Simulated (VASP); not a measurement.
Runs of VASP 6.6.1 on Cu. The structure is hexagonal, space group P6/mmm (No. 191). The conventional cell has a = 4.067 Å, b = 4.067 Å, c = 2.437 Å, α = 90.00°, β = 90.00°, γ = 120.00°. Around Cu (site symmetry 6/mmm) lie 14 Cu at 2.44 to 2.65 Å. Around Cu (site symmetry -6m2) lie 11 Cu at 2.35 to 2.65 Å. The cell was built by a generator and needn't be a form met in nature.

```tsv
task	cell	k mesh	cutoff (eV)	mesh quality	gap on the mesh (eV)	pressure (GPa)
single point	P6/mmm, 11.64 Å³/atom	15 × 15 × 18	520	not flagged	none	(a)
single point	P6/mmm, 13.3 Å³/atom	6 × 6 × 8	520	not flagged	none	-14.3
relaxation of cell and atoms	relaxed	6 × 6 × 6	600	coarse	none	-0.5
single point	P6/mmm, 11.68 Å³/atom	6 × 6 × 6	520	coarse	none	0.4
```

Alike in all rows: level r2SCAN; potentials or basis VASP PAW PBE potentials, release 64 (Cu); no spin polarisation; smearing gaussian 0.1 eV.

Fill in the values left out.

(a) 0.6.

Caveats: some runs use coarse meshes; the PAW data sets were made with another functional, which shifts forces and pressure a little.

A gap of «none» marks a metal or a gap under the smearing width.
